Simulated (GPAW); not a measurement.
## A GW chain in GPAW: GaAs (F-43m)

Wanted: ground state, empty states, screening and self-energy for GaAs (F-43m).

Program: GPAW 26.7.0. Level of theory: PBE and many-body steps on it, plane waves. Results are calculated unless marked as measured.

**The experiments to reproduce.**

- Gap 1.51 eV: band-edge emission energy from PL (direct gap at Gamma); photoluminescence, 633 nm excitation; 77 K; bulk crystal (MBE GaAs matrix around a thin InAs wetting layer on semi-insulating GaAs (100)) (“Photoluminescence of InAs/GaAs quantum dots under direct two-photon excitation”, 2020, pmc:7331710).

- Gap 1.42 eV: band-edge photoluminescence emission energy of the GaAs substrate; time-integrated photoluminescence; 300 K; bulk crystal ((001) GaAs substrate beneath GaBiAs epilayers) (“Investigation of the anisotropic electron g factor as a probe of the electronic structure of GaBixAs1-x/GaAs epilayers”, 2014, arxiv:1409.8467).

- Gap 1.412 ± 0.01 eV: direct gap E0 at Gamma from ellipsometry; variable-angle spectroscopic ellipsometry, parametric critical-point fit; 300 K; bulk crystal (semi-insulating GaAs(001) reference substrate with native oxide) (“Evidence of valence band perturbations in GaAsN/GaAs(001): A combined variable-angle spectroscopic ellipsometry and modulated photoreflectance investigation”, 2008, arxiv:0805.2212).

- Gap 1.418 ± 0.005 eV: direct gap E0 at Gamma from PR; modulated photoreflectance, low-field lineshape fit; 300 K; bulk crystal (semi-insulating GaAs(001) reference substrate) (“Evidence of valence band perturbations in GaAsN/GaAs(001): A combined variable-angle spectroscopic ellipsometry and modulated photoreflectance investigation”, 2008, arxiv:0805.2212).

### 1. Starting point

It takes space group F-43m (No. 216, cubic). Conventional cell: a = 5.654 Å, b = 5.654 Å, c = 5.654 Å, α = 90.00°, β = 90.00°, γ = 90.00°. Nearest to Ga lie 4 As at 2.45 Å. Nearest to As lie 4 Ga at 2.45 Å. Farther neighbours are not listed.

The cell and positions come from the Crystallography Open Database and are kept as given unless a step says otherwise.

### 2. Ground state

This step: GPAW 26.7.0; DFT, PBE, plane waves, PAW.

The ground-state density comes first.

run.py reads:

```python
import json
import numpy as np
from gpaw.mpi import world
from ase import Atoms
from gpaw import GPAW, PW, FermiDirac

atoms = Atoms(['Ga', 'As'],
    cell=[[0.0000000000, 2.8268500000, 2.8268500000],
      [2.8268500000, 0.0000000000, 2.8268500000],
      [2.8268500000, 2.8268500000, 0.0000000000]],
    scaled_positions=[[0.0000000000, 0.0000000000, 0.0000000000],
      [0.2500000000, 0.2500000000, 0.2500000000]],
    pbc=(True, True, True))
calc = GPAW(mode=PW(450),
    xc='PBE',
    kpts={'size': (8, 8, 8), 'gamma': True},
    occupations=FermiDirac(0.001),
    nbands=-7,
    convergence={'density': 1e-6, 'bands': -3},
    maxiter=100,
    txt='gs.txt')
atoms.calc = calc
res = {'energy': atoms.get_potential_energy()}
kpts = calc.get_ibz_k_points()
res['kpts'] = kpts
res['eigenvalues'] = [calc.get_eigenvalues(kpt=k) for k in range(len(kpts))]
res['n_electrons'] = calc.get_number_of_electrons()
calc.write('gs.gpw')

if world.rank == 0:
    with open('result.json', 'w') as f:
        json.dump(res, f, default=lambda x: x.tolist())
```

On the command line:

```sh
$ mpirun -n 8 gpaw python run.py
```

Numbers of over 12 decimals in the logs are rounded to 6 here.

What it wrote:

```text
__  _  _
 | _ |_)|_||  |
 |__||  | ||/\| - 26.7.0

Input parameters:
  mode=PW(ecut=450.000000),
  convergence={'density': 1e-06, 'bands': -3},
  kpts=MonkhorstPack(size=(8, 8, 8), gamma=True),
  maxiter=100,
  nbands=-7,
  occupations=Occupations(name='fermi-dirac', width=0.001, fixmagmom=False),
  xc=XC(name='PBE')
  [... matrices ...]
Diagonalizing LCAO Hamiltonian
Converting LCAO to pw mode

           As

       Ga

Atoms  # Å, Bohr magnetons
|   | symbol |        x |        y |        z |    initial magnetic moments |
| 0 |     Ga | 0.000000 | 0.000000 | 0.000000 | ( 0.0000,  0.0000,  0.0000) |
| 1 |     As | 1.413425 | 1.413425 | 1.413425 | ( 0.0000,  0.0000,  0.0000) |

Unit cell  # Å
| periodic |        x |        y |        z |  lengths |    angles |
|      yes | 0.000000 | 2.826850 | 2.826850 | 3.997770 | 60.000000 |
|      yes | 2.826850 | 0.000000 | 2.826850 | 3.997770 | 60.000000 |
|      yes | 2.826850 | 2.826850 | 0.000000 | 3.997770 | 60.000000 |

Number of symmetries: 24
Symmetry operations  # r_c * U_cc + t_c -> r_c
|    | kind |            matrix            |
|  0 |  E   |  1, 0, 0,  0, 1, 0,  0, 0, 1 |
|  1 |  σ   |  1, 0, 0,  0, 0, 1,  0, 1, 0 |
|  2 |  σ   |  1, 0,-1,  0, 1,-1,  0, 0,-1 |
|  3 |  C3  |  1, 0,-1,  0, 0,-1,  0, 1,-1 |
|  4 |  C3  |  1,-1, 0,  0,-1, 1,  0,-1, 0 |
|  5 |  σ   |  1,-1, 0,  0,-1, 0,  0,-1, 1 |
|  6 |  σ   |  0, 1, 0,  1, 0, 0,  0, 0, 1 |
|  7 |  C3  |  0, 1, 0,  0, 0, 1,  1, 0, 0 |
|  8 |  C2  |  0, 1,-1,  1, 0,-1,  0, 0,-1 |
|  9 |  S4  |  0, 1,-1,  0, 0,-1,  1, 0,-1 |
| 10 |  C3  |  0, 0, 1,  1, 0, 0,  0, 1, 0 |
| 11 |  σ   |  0, 0, 1,  0, 1, 0,  1, 0, 0 |
| 12 |  S4  |  0, 0,-1,  1, 0,-1,  0, 1,-1 |
| 13 |  C3  |  0, 0,-1,  0, 1,-1,  1, 0,-1 |
| 14 |  S4  |  0,-1, 1,  1,-1, 0,  0,-1, 0 |
| 15 |  C2  |  0,-1, 1,  0,-1, 0,  1,-1, 0 |
| 16 |  C3  |  0,-1, 0,  1,-1, 0,  0,-1, 1 |
| 17 |  S4  |  0,-1, 0,  0,-1, 1,  1,-1, 0 |
| 18 |  S4  | -1, 1, 0, -1, 0, 1, -1, 0, 0 |
| 19 |  C3  | -1, 1, 0, -1, 0, 0, -1, 0, 1 |
| 20 |  C3  | -1, 0, 1, -1, 1, 0, -1, 0, 0 |
| 21 |  S4  | -1, 0, 1, -1, 0, 0, -1, 1, 0 |
| 22 |  σ   | -1, 0, 0, -1, 1, 0, -1, 0, 1 |
| 23 |  C2  | -1, 0, 0, -1, 0, 1, -1, 1, 0 |

BZ-sampling:
  Number of BZ points: 512
  Number of IBZ points: 29

  Monkhorst-Pack size: [8, 8, 8]
  Monkhorst-Pack shift: [0.0625, 0.0625, 0.0625]

K-points  # in reciprocal-cell coordinates
|     |                                coordinates |     weight |
|   0 | (  0.00000000,   0.00000000,   0.00000000) | 0.00195312 |
|   1 | (  0.12500000,   0.12500000,   0.00000000) | 0.01171875 |
|   2 | (  0.12500000,   0.12500000,   0.12500000) | 0.01562500 |
|   3 | (  0.25000000,   0.12500000,   0.12500000) | 0.02343750 |
|   4 | (  0.25000000,   0.25000000,   0.00000000) | 0.01171875 |
|   5 | (  0.25000000,   0.25000000,   0.12500000) | 0.04687500 |
|   6 | (  0.25000000,   0.25000000,   0.25000000) | 0.01562500 |
|   7 | (  0.37500000,   0.25000000,  -0.37500000) | 0.04687500 |
|   8 | (  0.37500000,   0.25000000,   0.12500000) | 0.04687500 |
|   9 | (  0.37500000,   0.25000000,   0.25000000) | 0.04687500 |
| ... |                                            |            |
|  28 | (  0.50000000,   0.50000000,   0.50000000) | 0.00781250 |

Plane wave coefficients: 995
Cutoff: 450.000000 eV

Spin-components: 1 (collinear spins)
Bands:           11
Projectors:      10
Spin-degeneracy: 2
Datatype:        complex128

  Storage: CPU
  Wave functions: 4_802_864 bytes (600_358 per core)
  Projectors: 9_169_104 bytes (1_146_138 per core)
  [... matrices ...]
Parallelization:
  kpt:    8
  domain: 1
  band:   1

Density:
  Valence electrons: 8.0
  Components: 1
  Grid points: [20 20 20]
  Charge: 0.0  # |e|

Potential:
  Grid points: [20 20 20]

species:
  Ga:
    name:    Gallium
    Z:       31.0
    valence: 3
    core:    28
    charge:  0.0  # [|e|]
    compensation charges:
      type: gauss
      rc: 0.37  # [Å]
      lmax: 2
    cutoffs:
      filter: 2.06  # [Å]
      core: 4.17  # [Å]
    projectors
    | kind |    occ | energy [eV] | rcut [Å] |
    |   4s |  2.000 |      -8.945 |    1.164 |
    |   4p |  1.000 |      -2.580 |    1.164 |
    |    s |        |      18.266 |    1.164 |
    |    p |        |      24.631 |    1.164 |
    |    d |        |       0.000 |    1.164 |

    Using partial waves for Ga as LCAO basis

  As:
    name:    Arsenic
    Z:       33.0
    valence: 5
    core:    28
    charge:  0.0  # [|e|]
    compensation charges:
      type: gauss
      rc: 0.33  # [Å]
      lmax: 2
    cutoffs:
      filter: 1.87  # [Å]
      core: 2.96  # [Å]
    projectors
    | kind |    occ | energy [eV] | rcut [Å] |
    |   4s |  2.000 |     -14.487 |    1.058 |
    |   4p |  3.000 |      -5.196 |    1.058 |
    |    s |        |      12.725 |    1.058 |
    |    p |        |      22.016 |    1.058 |
    |    d |        |       0.000 |    1.058 |

    Using partial waves for As as LCAO basis

Reference energy: -114387.645129  # eV

eigensolver:
  PPCG
  Converge bands: -3
  niter=2

density mixing:
  MSR1-Mixer
  Pratt-step length: 0.05
  Maximum mixing coefficient: 0.75
  Old densities: 10
  SVD Regularization: 0.005
  Good broyden scale: 1.0
  Trust region scale: 1.0
  Backstep threshold: 4.0
  History deletion threshold: 6.0
  Fourier metric: weight=20.0, sigma=0.015

occupation numbers:
  Fermi-Dirac:
    width: 0.0010  # eV

poisson solver:
  ecut: 3600.000000  # eV

xc functional:
  name: PBE with 2 nearest neighbor stencil

Initialization done in: 0.835 s

convergence criteria:
- Maximum integral of absolute [dens]ity change: 1e-06 electrons / valence electron
- Maximum [total energy] change in last 3 cyles: 0.0005 eV / valence electron
- Maximum integral of absolute [eigenst]ate change: 4e-08 eV^2 / valence electron
maximum number of iterations: 100

SCF iterations
|iter     |     time |      energy | eigst |  dens |
|iter:   1|  |   -8.316320 | +0.83 |       |
|iter:   2|  |   -8.299042 | -0.89 | -0.89 |
|iter:   3|  |   -8.226448 | -1.89 | -0.93 |
|iter:   4|  |   -8.228217 | -3.47 | -1.52 |
|iter:   5|  |   -8.228468c| -4.39 | -2.05 |
|iter:   6|  |   -8.228485c| -5.53 | -2.81 |
|iter:   7|  |   -8.228486c| -7.17 | -3.55 |
|iter:   8|  |   -8.228486c| -8.21c| -4.10 |
|iter:   9|  |   -8.228486c| -8.83c| -5.41 |
|iter:  10|  |   -8.228486c| -9.30c| -5.84 |
|iter:  11|  |   -8.228486c|-10.25c| -7.02c|

Converged in 11 steps
SCF loop duration: 1.093 s (0.099 s/step)
Energy contributions relative to reference atoms: (reference = -114387.645129)
  [... matrices ...]
Energy contributions:
  Kinetic:          26.974889
  Coulomb:         -23.863253
  Zero:              0.019023
  External:          0.000000
  Xc:              -11.359144
  Entropy:          -0.000000
  Spinorbit:         0.000000
  ----------------------------
  Free energy:      -8.228486
  Extrapolated:     -8.228486

dipole moment: (-17.920499, -17.920499, -17.920499)  # |e|*Ang

Fermi level: 4.952
Eigenvalues  # (at kpt = [0.000, 0.000, 0.000])
| band index |      eig [eV] | occ [0-2] |
|          0 |        -7.775 |     2.000 |
|          1 |         4.921 |     2.000 |
|          2 |         4.921 |     2.000 |
|          3 |         4.921 |     2.000 |
|          4 |         5.508 |     0.000 |
|          5 |         8.695 |     0.000 |
|          6 |         8.695 |     0.000 |
|          7 |         8.695 |     0.000 |
|          8 |        12.577 |     0.000 |
|          9 |        15.009 |     0.000 |
|         10 |        15.009 |     0.000 |

Gap: 0.587 eV
Transition (v -> c):
  (s=0, k=0, n=3, [0.00, 0.00, 0.00]) -> (s=0, k=0, n=4, [0.00, 0.00, 0.00])
No difference between direct/indirect transitions
# Writing to gs.gpw (mode='')
  [... matrices ...]
```

Wall time 3.8 s (8 MPI ranks of Arm Neoverse V1, shared host); peak memory 0.9 GiB; 30 s of CPU time.

Numbers from this step:

```
total energy               : -8.228 eV
gap                        : 0.5868 eV
k of the valence top       : 0, 0, 0
k of the conduction bottom : 0, 0, 0
least direct gap           : 0.5868 eV
```

The gap is direct, at Γ.

### 3. Empty states on the mesh, 6×6×6 mesh, 247 bands

The sums over transitions need many empty states on a uniform mesh; this step solves for them.

run.py reads:

```python
import json
import numpy as np
from gpaw.mpi import world
from gpaw import GPAW

calc = GPAW('gs.gpw').fixed_density(kpts={'size': (6, 6, 6), 'gamma': True},
    parallel={'domain': 1, 'band': 1},
    txt='nscf.txt')
calc.diagonalize_full_hamiltonian(nbands=247)
calc.write('full.gpw', mode='all')
res = {}
kpts = calc.get_ibz_k_points()
res['kpts'] = kpts
res['eigenvalues'] = [calc.get_eigenvalues(kpt=k) for k in range(len(kpts))]
res['n_electrons'] = calc.get_number_of_electrons()

if world.rank == 0:
    with open('result.json', 'w') as f:
        json.dump(res, f, default=lambda x: x.tolist())
```

On the command line:

```sh
$ mpirun -n 8 gpaw python run.py
```

What it wrote:

```text
Diagonalizing LCAO Hamiltonian
Converting LCAO to pw mode
convergence criteria:
- Maximum integral of absolute [eigenst]ate change: 4e-08 eV^2 / valence electron
maximum number of iterations: 100

SCF iterations
|iter     |     time |      energy | eigst |  dens |
|iter:   1|  |             | +0.85 |       |
|iter:   2|  |             | -0.96 |       |
|iter:   3|  |             | -2.90 |       |
|iter:   4|  |             | -4.63 |       |
|iter:   5|  |             | -5.91 |       |
|iter:   6|  |             | -6.99 |       |
|iter:   7|  |             | -7.70c|       |
SCF steps: 7
  __  _  _
 | _ |_)|_||  |
 |__||  | ||/\| - 26.7.0

Input parameters:
  mode=PW(ecut=450.000000),
  convergence={'density': 1e-06, 'bands': -3},
  gpts=array([20, 20, 20]),
  kpts=MonkhorstPack(size=(6, 6, 6), gamma=True),
  maxiter=100,
  nbands=11,
  occupations=Occupations(name='fermi-dirac', width=0.001, fixmagmom=False),
  parallel={'domain': 1, 'band': 1},
  xc=XC(name='PBE')
Matrix size: 966x966
# Writing to full.gpw (mode='all')
  [... matrices ...]

timing:  # [seconds]
  Total: 3.006  # ━━━━━━━━━━━━━━━━━━━━━━━━━━━━━━━━━━━━━━━━━━━━━━━━━━━━━━━━━━━
```

The job ended after 6.2 s (8 MPI ranks; peak memory 1.6 GiB; 48 s of CPU time).

This step gave:

| Quantity | Value |
| --- | --- |
| gap | 0.5868 eV |
| k of the valence top | 0, 0, 0 |
| k of the conduction bottom | 0, 0, 0 |
| least direct gap | 0.5868 eV |
| k points computed | 16 |
| lowest point of the top converged band, above the valence top | 161.0810 eV |

On this mesh the gap is 0.587 eV.

### 4. Screening and self-energy, 6×6×6 mesh, 237 bands, screening to 175 eV

Now the one-shot GW correction: screening in the RPA, then the self-energy of the levels asked for.

This step: G0W0 on PBE, plane waves, PAW.

run.py reads:

```python
import json
import numpy as np
from gpaw.mpi import world
from gpaw.response.g0w0 import G0W0

gw = G0W0('full.gpw',
    filename='gw',
    kpts=[0],
    bands=(2, 6),
    ecut=175,
    nbands=237,
    integrate_gamma='WS',
    ppa=True)
gw.calculate()
res = {mode: {k: v for k, v in r.items() if k != 'sigma_eskwn'}
       for mode, r in gw.all_results.items()}

if world.rank == 0:
    with open('result.json', 'w') as f:
        json.dump(res, f, default=lambda x: x.tolist())
```

On the command line:

```sh
$ mpirun -n 8 gpaw python run.py
```

What it wrote:

```text
Using integrator: PointIntegrator
FrequencyGridDescriptor(from 0.000+0.000j to 0.000+27.211j eV, 2 points)
Nonperiodic BCs:  [False False False]
Using integrator: PointIntegrator
FrequencyGridDescriptor(from 0.000+0.000j to 0.000+27.211j eV, 2 points)
Nonperiodic BCs:  [False False False]
  ___  _ _ _
 |   || | | |
 | | || | | |
 |__ ||_____|
 |___|

BZ k-points: Symmetries present (total): 24

  [... matrices ...]
216 k-points: 6 x 6 x 6 Monkhorst-Pack grid + [1/12,1/12,1/12]
16 k-points in the irreducible part of the Brillouin zone
       k-points in crystal coordinates                weights
   0:     0.00000000    0.00000000    0.00000000          1/216
   1:     0.16666667    0.16666667    0.00000000          6/216
   2:     0.16666667    0.16666667    0.16666667          8/216
   3:     0.33333333    0.16666667    0.16666667         12/216
   4:     0.33333333    0.33333333   -0.33333333         12/216
   5:     0.33333333    0.33333333    0.00000000          6/216
   6:     0.33333333    0.33333333    0.16666667         24/216
   7:     0.33333333    0.33333333    0.33333333          8/216
   8:     0.50000000    0.33333333   -0.33333333         24/216
   9:     0.50000000    0.33333333   -0.16666667         12/216
          ...
  15:     0.50000000    0.50000000    0.50000000          4/216

Distributing spins, k-points and bands (1 x 1 x 4) over 8 processes
Number of blocks: 1

Quasi particle states:
k-points (IBZ indices): [0]
Band range: (2, 6)
  [... matrices ...]
Computational parameters:
Plane wave cut-off: 175 eV
Number of bands: 237
Coulomb cutoff: None
Broadening: 0.1 eV

fxc modes: GW
Kernel: RPA
Using Godby-Needs plasmon-pole approximation:
  Fitting energy: i*E0, E0 = 1.000 Hartree
Summing all q:

Calculating screened Coulomb potential
No Coulomb truncation
FrequencyGridDescriptor(from 0.000+0.000j to 0.000+27.211j eV, 2 points)
Removing empty qpoint cache files...

Calculating chi0 body with:
    Ground state adapter containing:
    Number of spins: 1
    Number of kpoints: 216
    Number of irreducible kpoints: 16
    Number of completely occupied states: 4
    Number of partially occupied states: 4
    Occupied states memory: 0.48828125 M / cpu

    Linear response parametrization:
    q_c: [1.3877787807814457e-17, 1.3877787807814457e-17, 1.3877787807814457e-17]
    Number of frequency points: 2
    Planewave cutoff: 175.0
    Number of bands: 237
    Number of planewaves: 259
    Broadening (eta): 1e-06
    comm.size: 8
    kncomm.size: 8
    blockcomm.size: 1

    Memory estimate of potentially large arrays:
        chi0_wGG: 2.047150 M / cpu
Integrating chi0 body.

Symmetries of q_c:
    Direct symmetries (Uq -> q): 24
    Indirect symmetries (TUq -> q): 24
In total 48 allowed symmetries.

  [... matrices ...]
16 groups of equivalent kpoints. 92.592593% reduction.

Integral kind: response function
Integrating chi0 head and wings.

Symmetries of q_c:
    Direct symmetries (Uq -> q): 24
    Indirect symmetries (TUq -> q): 24
In total 48 allowed symmetries.

  [... matrices ...]
16 groups of equivalent kpoints. 92.592593% reduction.

Integral kind: response function wings

Calculating chi0 body with:
    Ground state adapter containing:
    Number of spins: 1
    Number of kpoints: 216
    Number of irreducible kpoints: 16
    Number of completely occupied states: 4
    Number of partially occupied states: 4
[... the further q-points ...]

Results:
f:      Occupation numbers
eps:     KS-eigenvalues [eV]
vxc:     KS vxc [eV]
exx:     Exact exchange [eV]
sigma:   Self-energies [eV]
dsigma:  Self-energy derivatives
Z:       Renormalization factors
qp:      QP-energies [eV]

k-point 0 (0): (0.000, 0.000, 0.000)                GW
band       f     eps     vxc     exx   sigma  dsigma       Z      qp
                                                                   GW
   2   1.000   4.921 -14.823 -16.231   0.753  -0.277   0.783   4.408
   3   1.000   4.921 -14.823 -16.231   0.753  -0.277   0.783   4.408
   4   0.000   5.508 -15.968 -12.075  -3.111  -0.261   0.793   6.127
   5   0.000   8.695 -12.103  -7.793  -4.070  -0.270   0.787   8.884
```

The job ended after 2 min (8 MPI ranks; peak memory 2.1 GiB; 16 min of CPU time).

This step gave:

| Property | Result |
| --- | --- |
| G0W0 gap on the points computed | 1.719 eV |
| least direct G0W0 gap on the computed points | 1.719 eV |
| Z at the valence top | 0.7831 |
| Z at the conduction bottom | 0.7928 |
| starting gap on the mesh | 0.5868 eV |
| k of the valence top | 0, 0, 0 |
| k of the conduction bottom | 0, 0, 0 |

The gap on the mesh goes from 0.59 eV to 1.72 eV, a correction of +1.13 eV.

Limits: finite bands, cutoff and mesh; no spin-orbit coupling; coarse k mesh. v1 is the top filled band, c1 the lowest empty one. Levels before and after the correction, in eV, zero at the valence-band top of each column:

|  | conduction bottom | valence top |
| --- | --- | --- |
| Kohn-Sham | 0.59 | 0.00 |
| G0W0 | 1.72 | 0.00 |

|  | level | energy (eV) |
| --- | --- | --- |
| Kohn-Sham | Γ v2-v1 | 0.000 |
| Kohn-Sham | Γ c1 | 0.587 |
| Kohn-Sham | Γ c2 | 3.774 |
| G0W0 | Γ v2-v1 | 0.000 |
| G0W0 | Γ c1 | 1.719 |
| G0W0 | Γ c2 | 4.476 |

### 5. Where the time went

Times are wall times on 8 MPI ranks of Arm Neoverse V1, shared host, good to a factor of about two.

| step | time | share | memory (GiB) |
| --- | --- | --- | --- |
| ground state | 3.8 s | 3 % | 0.9 |
| empty states on the mesh | 6.2 s | 5 % | 1.6 |
| screening and self-energy | 2 min | 92 % | 2.1 |

### 6. Results

* PBE gap: 0.59 eV, direct
* G0W0 gap on the mesh: 1.72 eV
* GW settings: 6×6×6 mesh, 237 bands, screening to 175 eV, Godby-Needs plasmon pole
* known limits: not at the basis limit; no spin-orbit coupling; coarse k mesh

G0W0 moves the gap on the mesh from 0.59 eV to 1.72 eV (+1.13 eV), with Z of 0.78 and 0.79 at the edges. Only 1 of the mesh's irreducible points was corrected, so a valley elsewhere could overtake. The dearest step here is «screening and self-energy». Against experiment, by G0W0@PBE: the direct gap of 1.72 eV lies +0.21 eV from the measured 1.51 eV (exciton, 77 K, 2020); the direct gap of 1.72 eV lies +0.30 eV from the measured 1.42 eV (exciton, 300 K, 2014); the direct gap of 1.72 eV lies +0.31 eV from the measured 1.412 ± 0.01 eV (direct, 300 K, 2008); the direct gap of 1.72 eV lies +0.30 eV from the measured 1.418 ± 0.005 eV (direct, 300 K, 2008). An exciton line or allowed optical edge lies below the quasiparticle gap by the binding energy; a forbidden edge can push the onset above it. The calculation has static nuclei and no excitons; a measured gap holds zero-point and thermal motion, which mostly lowers it. Bands and cutoff are finite, so the gap is not at the basis limit. The miss can reach some tenths of an eV and take either sign; the mesh is an error of its own. These stock PAW sets were not made for GW; the filled d or f shell of As and Ga lies in the frozen core, which bears on start and correction. In the G0W0 run levels were corrected at 1 k point alone, so a gap called «on the mesh» is the least over those, and an edge elsewhere would be missed. The 6×6×6 mesh is coarse for this cell, which bears on the long-range parts of exchange and screening. The many-body steps are scalar-relativistic: spin-orbit coupling is not in them.

[Paths, hosts, dates, memory and timing lines, banners, echoed tables and standing remarks are left out of the program output.]

[Logs are printed without paths, hosts, clocks, repeated set-up lines and the standing remarks that a program may print on its own settings, such as how far it seeks lower states.]

[Runs of the session that timed out or met a known fault of the program may be left out.]

[Hosts, paths, dates, database ids (printed as entryN), source tags and the programs' standing remarks are cut or masked in the printed files.]
